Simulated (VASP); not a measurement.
# KBr (Fm-3m) in VASP: settings compared, part 2 of 2

VASP 6.6.1. Earlier steps stand in the parts before.

**3. Relaxation of cell and atoms, PBEsol**

This run uses another cell than the first one, of 35.28 Å³/atom, 0.982 times its volume.

Input file INCAR:

```
PREC = Accurate
ENCUT = 600
EDIFF = 1E-7
ISMEAR = 0
SIGMA = 0.03
LREAL = False
LASPH = True
NELM = 80
ALGO = Normal
ISIF = 3
LWAVE = False
LCHARG = False
GGA = PS
IBRION = 2
NSW = 90
EDIFFG = -0.005
```

Input file KPOINTS:

```
Automatic mesh
0
Gamma
  8 8 8
```

Input file POSCAR:

```
KBr                                     
1.0
    0.0000000000      3.2798924877      3.2798924877
    3.2798924877      0.0000000000      3.2798924877
    3.2798924877      3.2798924877     -0.0000000000
  K               Br            
     1     1
Direct
     0.0000000000000000    0.0000000000000000    0.0000000000000000
     0.5000000000000000    0.5000000000000000    0.5000000000000000
```

Potentials or basis: VASP PAW PBE potentials, release 64 (K_sv, Br).

Run with:

```bash
> cat potpaw_PBE.64/K_sv/POTCAR potpaw_PBE.64/Br/POTCAR > POTCAR
> mpirun -np 1 vasp_std > vasp.out
```

OUTCAR:

```text
PREC = Accurate
   ENCUT = 600
   EDIFF = 1E-7
   ISMEAR = 0
   LREAL = False
   LASPH = True
   NELM = 80
   ISIF = 3
   GGA = PS
   IBRION = 2
   NSW = 90
   EDIFFG = -0.005

 ion  position               nearest neighbor table
   1  0.000  0.000  0.000-   2 3.28   2 3.28   2 3.28   2 3.28   2 3.28   2 3.28
   2  0.500  0.500  0.500-   1 3.28   1 3.28   1 3.28   1 3.28   1 3.28   1 3.28

  LATTYP: Found a face centered cubic cell.
 ALAT       =     6.5597849754

  Lattice vectors:

 A1 = (   0.0000000000,   3.2798924877,   3.2798924877)
 A2 = (   3.2798924877,   0.0000000000,   3.2798924877)
 A3 = (   3.2798924877,   3.2798924877,   0.0000000000)

Analysis of symmetry for initial positions (statically):
=====================================================================
 Subroutine PRICEL returns:
 Original cell was already a primitive cell.

 Routine SETGRP: Setting up the symmetry group for a
 face centered cubic supercell.

 Subroutine GETGRP returns: Found 48 space group operations
 (whereof 48 operations were pure point group operations)
 out of a pool of 48 trial point group operations.

The static configuration has the point symmetry O_h .
[... 179 lines left out ...]
      7      -1.7538      2.00000
      8      -1.7538      2.00000
      9       2.5700      0.00000
     10       5.7751      0.00000
     11       5.7751      0.00000
     12       5.7751      0.00000
[... 331 lines left out ...]
 k-point    24 :      -0.3750    0.2500    0.1250
  band No.  band energies     occupation
      1     -29.3196      2.00000
      2     -14.1677      2.00000
      3     -12.9106      2.00000
      4     -12.8943      2.00000
      5     -12.7140      2.00000
      6      -2.7706      2.00000
      7      -2.2469      2.00000
      8      -2.1345      2.00000
      9       5.1559      0.00000
     10       5.9715      0.00000
     11       7.1215      0.00000
     12       7.5551      0.00000

 [... further k-points ...]

------------------------ aborting loop because EDIFF is reached ----------------------------------------

  FORCE on cell =-STRESS in cart. coord.  units (eV):
  Direction    XX          YY          ZZ          XY          YZ          ZX
  --------------------------------------------------------------------------------------
  -------------------------------------------------------------------------------------
  Total       -0.0031343     -0.0031343     -0.0031343      0.0000000      0.0000000     -0.0000000
  in kB       -0.0711621     -0.0711621     -0.0711621      0.0000000      0.0000000     -0.0000000
  external PRESSURE =      -0.0711621 kB  Pullay stress =       0.0000000 kB

 VOLUME and BASIS-vectors are now :
 -----------------------------------------------------------------------------
  energy-cutoff  :      600.00
  volume of cell :       70.57
      direct lattice vectors                 reciprocal lattice vectors
     0.000000000  3.279892488  3.279892488    -0.152444021  0.152444021  0.152444021
     3.279892488  0.000000000  3.279892488     0.152444021 -0.152444021  0.152444021
     3.279892488  3.279892488  0.000000000     0.152444021  0.152444021 -0.152444021

 POSITION                                       TOTAL-FORCE (eV/Angst)
 -----------------------------------------------------------------------------------
      0.00000      0.00000      0.00000         0.000000      0.000000      0.000000
      3.27989      3.27989      3.27989         0.000000      0.000000      0.000000
 -----------------------------------------------------------------------------------
    total drift:                                0.000000     -0.000000     -0.000000

  FREE ENERGIE OF THE ION-ELECTRON SYSTEM (eV)
  ---------------------------------------------------
  free  energy   TOTEN  =        -6.4599876061 eV

  energy  without entropy=       -6.4599876061  energy(sigma->0) =       -6.45998761

 reached required accuracy - stopping structural energy minimisation
```

OSZICAR:

```text
N       E                     dE             d eps       ncg     rms          rms(c)
DAV:   1     0.113684173024E+03    0.11368E+03   -0.76657E+03   696   0.131E+03
DAV:   2     0.135590677241E+01   -0.11233E+03   -0.10467E+03   828   0.284E+02
DAV:   3    -0.630017727768E+01   -0.76561E+01   -0.76171E+01   900   0.681E+01
DAV:   4    -0.662037413005E+01   -0.32020E+00   -0.31975E+00  1268   0.122E+01
DAV:   5    -0.662224926142E+01   -0.18751E-02   -0.18750E-02   908   0.905E-01    0.313E+00
DAV:   6    -0.646460850015E+01    0.15764E+00   -0.25736E-01   828   0.280E+00    0.232E+00
DAV:   7    -0.645202104475E+01    0.12587E-01   -0.11382E-01   876   0.205E+00    0.112E+00
DAV:   8    -0.645925234186E+01   -0.72313E-02   -0.13419E-02   912   0.100E+00    0.147E-01
DAV:   9    -0.645955629041E+01   -0.30395E-03   -0.44597E-04   920   0.142E-01    0.838E-02
DAV:  10    -0.645998291862E+01   -0.42663E-03   -0.50572E-04   788   0.158E-01    0.237E-02
DAV:  11    -0.645998460613E+01   -0.16875E-05   -0.11845E-05   992   0.223E-02    0.529E-03
DAV:  12    -0.645998712584E+01   -0.25197E-05   -0.22292E-06   840   0.129E-02    0.167E-03
DAV:  13    -0.645998753042E+01   -0.40458E-06   -0.45416E-07   868   0.456E-03    0.104E-03
DAV:  14    -0.645998760614E+01   -0.75721E-07   -0.64883E-08   632   0.204E-03
   1 F= -.64599876E+01 E0= -.64599876E+01  d E =-.645999E+01
```

CONTCAR:

```text
KBr
   1.00000000000000
     0.0000000000000000    3.2798924877000002    3.2798924877000002
     3.2798924877000002    0.0000000000000000    3.2798924877000002
     3.2798924877000002    3.2798924877000002    0.0000000000000000
  K               Br
     1     1
Direct
     0.0000000000000000    0.0000000000000000    0.0000000000000000
     0.5000000000000000    0.5000000000000000    0.5000000000000000

  0.00000000E+00  0.00000000E+00  0.00000000E+00
  0.00000000E+00  0.00000000E+00  0.00000000E+00
```

Wall time 14 s (1 thread of Intel Xeon 6975P-C (Granite Rapids), shared host); peak memory 0.24 GiB.

Results:

```yaml
Free_energy: -6.4600 eV
Pressure_after_relaxing: 0.0 GPa
Band_gap_on_the_k_mesh: 4.32 eV, direct
```

Final structure:
```xyz
2
Lattice="0.0000 3.2799 3.2799 3.2799 0.0000 3.2799 3.2799 3.2799 0.0000" Properties=species:S:1:pos:R:3 pbc="T T T"
K     0.0000    0.0000    0.0000
Br    3.2799    3.2799    3.2799
```

Caveat: the relaxation stopped at its first step, so nothing moved; the PAW data sets were made with another functional, which shifts forces and pressure a little.

**4. Relaxation of cell and atoms, PBEsol**

Input file INCAR:

```
ALGO = Normal
EDIFF = 1E-6
EDIFFG = -0.01
ENCUT = 600
GGA = PS
IBRION = 2
ISIF = 3
ISMEAR = 0
KPAR = 4
LASPH = T
LCHARG = F
LREAL = F
LWAVE = F
NELM = 80
NSW = 90
PREC = Accurate
SIGMA = 0.03
```

Input file KPOINTS:

```
k-points
0
Gamma
  8 8 8
```

Input file POSCAR:

```
KBr
1.0
    0.0000000000      3.3000000000      3.3000000000
    3.3000000000      0.0000000000      3.3000000000
    3.3000000000      3.3000000000      0.0000000000
K Br
1 1
Direct
    0.0000000000      0.0000000000      0.0000000000
    0.5000000000      0.5000000000      0.5000000000
```

Run with:

```bash
> cat potpaw_PBE.64/K_sv/POTCAR potpaw_PBE.64/Br/POTCAR > POTCAR
> mpirun -np 4 vasp_std > vasp.out
```

Run time: 68 s. Hardware: 4 MPI ranks of Intel Xeon Platinum 8259CL at 2.50GHz (Skylake/Cascade Lake), shared host; peak memory 0.25 GiB.

Results (log left out):

- Free energy: -6.4600 eV
- Relaxed volume: 35.28 Å³/atom
- Relaxed cell: a = 4.638 Å, b = 4.638 Å, c = 4.638 Å, α = 60.00°, β = 60.00°, γ = 60.00°
- Space group after relaxing (to 0.05 Å): Fm-3m (No. 225)
- Energy gained by relaxing: 0.6 meV/atom
- Ionic steps: 5
- Pressure after relaxing: 0.0 GPa
- Band gap on the k mesh: 4.32 eV, direct

The path:
| step | energy change (eV) | largest force (eV/Å) | pressure (GPa) | volume (Å³) |
| --- | --- | --- | --- | --- |
| 1 | 0.0000 | 0.0000 | -0.27 | 71.87 |
| 2 | -0.0008 | 0.0000 | -0.14 | 71.24 |
| 3 | -0.0011 | 0.0000 | -0.05 | 70.81 |
| 4 | -0.0009 | 0.0000 | 0.14 | 69.95 |
| 5 | -0.0012 | 0.0000 | -0.02 | 70.57 |

Final structure:
```
K Br
1.0
     0.00000    3.27989    3.27989
     3.27989    0.00000    3.27989
     3.27989    3.27989    0.00000
K Br
1 1
Cartesian
  0.0000 0.0000 0.0000
  3.2799 3.2799 3.2799
```

Levels at points of the mesh, in eV from the valence-band top:
| k point | band 5 | band 6 | band 7 | band 8 | band 9 | band 10 | band 11 | band 12 |
| --- | --- | --- | --- | --- | --- | --- | --- | --- |
| (0.00, 0.00, 0.00) | -11.12 | 0.00 | 0.00 | 0.00 | 4.32 | 7.53 | 7.53 | 7.53 |
| (0.50, 0.00, 0.00) | -10.88 | -1.25 | -0.36 | -0.36 | 6.47 | 8.19 | 9.77 | 9.77 |
| (0.50, 0.50, 0.00) | -11.16 | -0.85 | -0.30 | -0.30 | 5.72 | 7.15 | 9.36 | 9.45 |

Caveat: the PAW data sets were made with another functional, which shifts forces and pressure a little. A k mesh can miss the band edges.

**5. Relaxation of cell and atoms, PBEsol**

This run uses another cell than the first one, of 35.28 Å³/atom, 0.982 times its volume.

Edit INCAR of step 4 so:

```diff
@@ -1,4 +1,4 @@
 ALGO = Normal
-EDIFF = 1E-6
-EDIFFG = -0.01
+EDIFF = 1E-7
+EDIFFG = -0.005
 ENCUT = 600
```

KPOINTS is that of step 4.

Input file POSCAR:

```
KBr                                     
1.0
   -0.0000000000      3.2798924861      3.2798924861
    3.2798924861      0.0000000000      3.2798924861
    3.2798924861      3.2798924861      0.0000000000
  K               Br            
     1     1
Direct
     0.0000000000000000    0.0000000000000000    0.0000000000000000
     0.5000000000000000    0.5000000000000000    0.5000000000000000
```

Run with:

```bash
> cat potpaw_PBE.64/K_sv/POTCAR potpaw_PBE.64/Br/POTCAR > POTCAR
> mpirun -np 4 vasp_std > vasp.out
```

Run time: 21 s. Hardware: 4 MPI ranks of Intel Xeon Platinum 8259CL at 2.50GHz (Skylake/Cascade Lake), shared host; peak memory 0.24 GiB.

The run converged. Its results:

| Property | Result |
| --- | --- |
| Free energy | -6.4600 eV |
| Pressure after relaxing | 0.0 GPa |
| Band gap on the k mesh | 4.32 eV, direct |

Final structure:
```
K Br
1.0
     0.00000    3.27989    3.27989
     3.27989    0.00000    3.27989
     3.27989    3.27989    0.00000
K Br
1 1
Direct
  0.00000 0.00000 0.00000
  0.50000 0.50000 0.50000
```

Levels at points of the mesh, in eV from the valence-band top:
| k point | band 6 | band 7 | band 8 | band 9 | band 10 | band 11 |
| --- | --- | --- | --- | --- | --- | --- |
| (0.00, 0.00, 0.00) | 0.00 | 0.00 | 0.00 | 4.32 | 7.53 | 7.53 |
| (0.50, 0.00, 0.00) | -1.25 | -0.36 | -0.36 | 6.47 | 8.19 | 9.77 |
| (0.50, 0.50, 0.00) | -0.85 | -0.30 | -0.30 | 5.72 | 7.16 | 9.36 |

Caveat: the relaxation stopped at its first step, so nothing moved; the PAW data sets were made with another functional, which shifts forces and pressure a little. Expect the measured gap to be larger: semilocal functionals such as PBEsol lack the derivative discontinuity.

**6. Relaxation of cell and atoms, LDA**

Input file INCAR:

```
PREC = Accurate
ENCUT = 600
EDIFF = 1E-6
ISMEAR = 0
SIGMA = 0.03
LREAL = False
LASPH = True
NELM = 80
ALGO = Normal
ISIF = 3
LWAVE = False
LCHARG = False
IBRION = 2
NSW = 90
EDIFFG = -0.01
```

Input file KPOINTS:

```
regular mesh
0
Gamma
  8 8 8
```

Input file POSCAR:

```
KBr
1.0
    0.0000000000      3.3000000000      3.3000000000
    3.3000000000      0.0000000000      3.3000000000
    3.3000000000      3.3000000000      0.0000000000
K Br
1 1
Direct
    0.0000000000      0.0000000000      0.0000000000
    0.5000000000      0.5000000000      0.5000000000
```

Potentials or basis: VASP PAW LDA potentials, release 64 (K_sv, Br).

Run with:

```bash
> cat potpaw_LDA.64/K_sv/POTCAR potpaw_LDA.64/Br/POTCAR > POTCAR
> mpirun -np 1 vasp_std > vasp.out
```

Run time: 64 s. Hardware: 1 thread of Intel Xeon 6975P-C (Granite Rapids), shared host; peak memory 0.21 GiB.

The run converged. Its results:

| Quantity | Value |
| --- | --- |
| Free energy | -6.8350 eV |
| Relaxed volume | 32.49 Å³/atom |
| Relaxed cell | a = 4.513 Å, b = 4.513 Å, c = 4.513 Å, α = 60.00°, β = 60.00°, γ = 60.00° |
| Space group after relaxing (to 0.05 Å) | Fm-3m (No. 225) |
| Energy gained by relaxing | 18.8 meV/atom |
| Ionic steps | 4 |
| Pressure after relaxing | 0.0 GPa |
| Band gap on the k mesh | 4.32 eV, direct |

The path:
```csv
step,energy change (eV),largest force (eV/Å),pressure (GPa),volume (Å³)
1,0.0000,0.0000,-1.59,71.87
2,-0.0284,0.0000,-0.87,68.23
3,-0.0375,0.0000,-0.07,65.22
4,-0.0376,0.0000,0.01,64.98
```

Final structure:
```
CELL_PARAMETERS angstrom
0.00000 3.19091 3.19091
3.19091 0.00000 3.19091
3.19091 3.19091 0.00000
ATOMIC_POSITIONS crystal
K 0.00000 0.00000 0.00000
Br 0.50000 0.50000 0.50000
```

Levels at points of the mesh, in eV from the valence-band top:
```csv
k point,band 5,band 6,band 7,band 8,band 9,band 10,band 11,band 12
"(0.00, 0.00, 0.00)",-10.94,0.00,0.00,0.00,4.32,7.34,7.34,7.34
"(0.50, 0.00, 0.00)",-10.65,-1.47,-0.45,-0.45,6.46,8.29,9.78,9.78
"(0.50, 0.50, 0.00)",-11.00,-0.96,-0.33,-0.33,5.41,7.24,9.35,9.71
```

A k mesh can miss the band edges. LDA usually gives volumes a few per cent too small.
